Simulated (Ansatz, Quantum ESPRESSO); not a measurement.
# 2H-WSe2, 2 layers, AA' stacking: the dipole at a withheld member of a series

Method. Quantum ESPRESSO 7.5, PBE, PseudoDojo fully relativistic norm-conserving. Cell and atoms are relaxed without a field with a D3(BJ) correction and then held. Sawtooth field with dipole correction, 17 Å of vacuum in the starting cell, Fermi-Dirac smearing of 0.002 Ry; bands along a path at each field. Spin-orbit coupling with fully relativistic files. The series steps the field along the normal.

```tsv
field along the normal	dipole (e Å)
0 V/Å	0.000
0.1 V/Å	0.058
0.2 V/Å	0.116
0.4 V/Å	0.232
```

To predict: What is the dipole at 0.3 V/Å?

**Fit.** The rows at 0.2 V/Å and 0.4 V/Å give a slope of (0.232 − (0.116))/(0.4 − (0.2)) = 0.58, so a straight line gives 0.174 e Å. A parabola through these and the row at 0.1 V/Å gives 0.174 e Å.

**The withheld run.** 0.174 e Å. The line misses by 0.000 and the parabola by 0.000 e Å. Both misses are under 5 % of the step from the nearer row.

**Limits.** Ions are held; semilocal gaps are too small; in strong fields empty levels can belong to the vacuum; one stacking. Members without a usable value, or on the other side of zero field or charge, are not listed.

[Logs are printed without paths, hosts, clocks, repeated set-up lines and the standing remarks that a program may print on its own settings, such as how far it seeks lower states.]
